Q: Here are the highest filled and the lowest empty levels of hexagonal diamond at a set of k points, first from PBE and then with exact exchange put in. What does the change do to the band gap?

ABINIT 10.8.3, plane-wave DFT with PBE for hexagonal diamond (4-atom cell), followed by a one-shot Hartree–Fock correction of the PBE levels. The calculation uses a Γ-centred 7×7×4 k mesh, a wave cutoff of 1115.67 eV and PseudoDojo NC SR PBE v0.4.1 standard pseudopotentials. Each energy column counts from its own highest filled level.

```
row  state k a (reciprocal cell vector)  state k b (reciprocal cell vector)  state k c (reciprocal cell vector)   state band  state start level (eV)  state corrected level (eV)  state weight z
  1                               0.000                               0.000                               0.000   top filled                   0.000                       0.000         1.00000
  2                               0.000                               0.000                               0.000  first empty                   4.794                      13.152         1.00000
  3                               0.143                               0.000                               0.000   top filled                  -0.802                      -1.084         1.00000
  4                               0.143                               0.000                               0.000  first empty                   4.954                      13.182         1.00000
  5                               0.286                               0.000                               0.000   top filled                  -2.143                      -2.958         1.00000
  6                               0.286                               0.000                               0.000  first empty                   4.683                      12.672         1.00000
  7                               0.429                               0.000                               0.000   top filled                  -2.975                      -4.125         1.00000
  8                               0.429                               0.000                               0.000  first empty                   4.339                      12.209         1.00000
  9                               0.143                               0.143                               0.000   top filled                  -2.416                      -3.265         1.00000
 10                               0.143                               0.143                               0.000  first empty                   6.108                      14.864         1.00000
 11                               0.286                               0.143                               0.000   top filled                  -3.964                      -5.448         1.00000
 12                               0.286                               0.143                               0.000  first empty                   5.589                      13.889         1.00000
 13                               0.429                               0.143                               0.000   top filled                  -4.469                      -6.172         1.00000
 14                               0.429                               0.143                               0.000  first empty                   5.229                      13.311         1.00000
 15                               0.286                               0.286                               0.000   top filled                  -6.216                      -8.381         1.00000
 16                               0.286                               0.286                               0.000  first empty                   3.837                      11.527         1.00000
 17                               0.000                               0.000                               0.250   top filled                  -0.719                      -0.925         1.00000
 18                               0.000                               0.000                               0.250  first empty                   5.581                      14.155         1.00000
 19                               0.143                               0.000                               0.250   top filled                  -1.520                      -2.021         1.00000
 20                               0.143                               0.000                               0.250  first empty                   5.342                      13.671         1.00000
 21                               0.286                               0.000                               0.250   top filled                  -2.868                      -3.906         1.00000
 22                               0.286                               0.000                               0.250  first empty                   4.804                      12.825         1.00000
 23                               0.429                               0.000                               0.250   top filled                  -3.704                      -5.079         1.00000
 24                               0.429                               0.000                               0.250  first empty                   4.664                      12.618         1.00000
 25                               0.143                               0.143                               0.250   top filled                  -2.810                      -3.775         1.00000
 26                               0.143                               0.143                               0.250  first empty                   6.303                      14.805         1.00000
 27                               0.286                               0.143                               0.250   top filled                  -3.703                      -5.045         1.00000
 28                               0.286                               0.143                               0.250  first empty                   6.293                      14.752         1.00000
 29                               0.429                               0.143                               0.250   top filled                  -4.605                      -6.258         1.00000
 30                               0.429                               0.143                               0.250  first empty                   6.278                      14.560         1.00000
 31                               0.286                               0.286                               0.250   top filled                  -4.757                      -6.528         1.00000
 32                               0.286                               0.286                               0.250  first empty                   5.591                      13.741         1.00000
```

A: It makes the gap about three times as large, an opening of some 8 eV. The column "state start level" holds the PBE energies and "state corrected level" the energies after the change. The three k columns give the wave vector in units of the reciprocal cell vectors. In both sets the highest filled level lies at Γ, where all three components are zero, and the lowest empty level of the table lies at (0.286, 0.286, 0). The gap between them is indirect and grows from 3.84 to 11.53 eV.

Each energy column counts from its own highest filled level, so the first row reads zero twice by convention. The opening is therefore the rise of the empty level relative to the valence top. It doesn't tell you how far either of them moved on an absolute scale.

Q: Why should exact exchange push filled and empty levels apart at all?

A: Think of an electron in a carbon–carbon bond. The classical repulsion is worked out from the whole electron density, and that density includes the electron itself. Exact exchange removes this false repulsion. An electron placed in an empty level is an additional one: it has no part in the density that could be removed, so it feels the repulsion of all the electrons already there. PBE can't make this distinction properly, because it offers filled and empty orbitals the same local potential.

In a crystal each orbital is spread over all cells, and its repulsion with itself alone is negligible. The argument still holds, because the filled orbitals can be recombined into localised bonds without changing the total density, and the cancellation then appears bond by bond.

The correction keeps the PBE orbital φ and replaces one part of its energy. Before the zero is chosen, it reads

corrected level = PBE level + ⟨φ | Fock exchange − PBE exchange-correlation potential | φ⟩

The Fock exchange term is a sum over the filled orbitals. It lowers the energy of φ most when φ resembles them, both in where it places the electron and in its pattern of signs. Filled orbitals belong to that set and gain much; empty orbitals are orthogonal to it and gain less.

Q: Is 11.5 eV then the better gap, since the exchange is exact? The column "state weight z" is 1.00000 everywhere, which looks like a sign of weak correlation.

A: No, on both counts. Exact exchange is only one part of the interaction. When an electron is added to or taken from a real crystal, the other electrons shift a little and screen the new charge. This makes both processes cheaper and narrows the gap. Hartree–Fock leaves the screening out, so its gaps in solids come out far too large. As a rough recalled figure, the measured gap of ordinary cubic diamond is about 5.5 eV; its bonds are nearly the same, and such a value lies much closer to the PBE gap here than to the Hartree–Fock one.

The weight z says how much of a level survives as a single sharp excitation once the electrons respond to one another. It drops below one when the operator that corrects the level depends on energy. The Fock operator doesn't, so z equals one in any material treated in this way. The column reflects the method and carries no news about diamond.

Q: Could I save effort by correcting one empty level and moving all the others up by the same amount?

A: That is called a scissor shift, and it is a fair first estimate. Take the rise of the empty level at Γ and apply it to the lowest empty level near (0.286, 0.286, 0). Nothing is fitted, and the second level plays no part in finding the shift.

rise at Γ = 13.152 − 4.794 = 8.358 eV

estimated gap = 3.837 + 8.358 = 12.195 eV

The computed Hartree–Fock gap is 11.527 eV, so the estimate is too large by about 0.7 eV, or 6% of that gap. This is good enough to see that the gap triples. It is too coarse for comparing empty levels with one another, because their rises differ by up to 1.1 eV across the table. A single shift catches the large common part of the correction and loses whatever depends on the particular orbital.

Q: The scissor shift leaves the filled levels where they are. Do they really stay put?

A: They don't. Relative to the valence top they sink, and as a rule they sink further the deeper they start. The lowest one in the table goes from −6.22 to −8.38 eV. Each listed filled level other than the top one ends up between 1.29 and 1.39 times as deep as in PBE, and their order is unchanged. The band is stretched almost like a rubber sheet pinned at its upper edge.

The likely cause is again the resemblance to the filled orbitals. Taken together, these orbitals carry a pattern of signs between neighbouring atoms, which is the pattern of bonding. An orbital that follows this pattern closely has a low energy in PBE, and it also collects a large exchange attraction. One that follows it less closely lies higher and gains less. Both energies thus favour the same orbitals, and the band widens.

This widening is a well-known trait of Hartree–Fock in solids. The argument gives its direction and makes a fairly even stretch plausible, but it doesn't yield the factor. As with the gap, screening would take back part of the effect.

Q: Do the empty levels follow such a simple rule? Could I predict the correction from the PBE energy alone?

A: Only roughly, and one group of three levels shows why. The empty levels in rows 12, 18 and 32 start within 0.01 eV of one another, near 5.6 eV. After the correction they are spread over 0.4 eV. If the starting energy fixed the shift, they would have stayed together.

The formula tells you where to look. The operator is the same for all three, so the difference must come from the orbitals themselves. Two orbitals can have the same energy and yet place their electron in different parts of the crystal.

Which feature matters most is a guess on my part. An empty orbital with much of its weight in the dense bond region enjoys a strong attraction from the PBE potential there. It loses much of that when exact exchange takes over, so it should rise more than an orbital that lives in the open space between the bonds. Plots of the three orbitals would put this to the test.

Q: What would change with a finer k mesh, or with silicon in place of carbon?

A: A mesh that contains the corner point K, at (1/3, 1/3, 0), would lower the PBE gap. The lowest empty PBE level of hexagonal diamond is known to lie there, and a division into sevenths passes it by. The point at (0.286, 0.286, 0) is merely a close neighbour, so 3.84 eV is an upper bound on the gap that PBE gives with these settings. The lowest empty Hartree–Fock level would probably come down too, since the lowest one listed sits at the same neighbouring point. But a new mesh also changes how well the exchange itself is summed, so the net change of the Hartree–Fock gap is open.

More empty bands, by contrast, would not improve the exchange correction. Its sum runs over filled orbitals only, and these are all included already.

For silicon the same reasoning applies with longer, softer bonds. The charge in a bond is spread over more space, so the repulsion that exact exchange removes is smaller, and the gap opens by fewer electronvolts. Silicon also screens more strongly and has a much smaller real gap. Leaving out the screening is therefore a worse error in proportion, even though the opening itself is smaller. That is established behaviour of the two elements, which a table on carbon alone can't test.

Q: Last question: the energies are printed to a thousandth of an electronvolt. How many of those digits may I believe?

A: Far fewer than are printed. The levels are not converged in mesh and cutoffs, and the decimals only let you take differences cleanly. I would say that the gap grows about threefold, and leave it there until a denser mesh has been tried. The pseudopotentials were also made for PBE, so the exchange between core and valence electrons isn't treated consistently with the rest.

Not all differences are equally exposed. The Coulomb interaction between distant charges is hard to sum on a finite mesh, because it grows without bound at long wavelengths. The troublesome term acts on an orbital that is itself in the filled set, and it vanishes for an empty one. An error in it moves all filled levels by nearly the same amount against all empty ones. It goes straight into the gap, but largely cancels when you compare two filled levels or two empty ones.

So the stretching of the valence band is on firmer ground than the exact size of the gap. The 0.4 eV spread of the three empty levels profits from the same cancellation, though I would repeat it on a finer mesh before building on its size. Differences of a few hundredths of an electronvolt I would leave without an explanation.
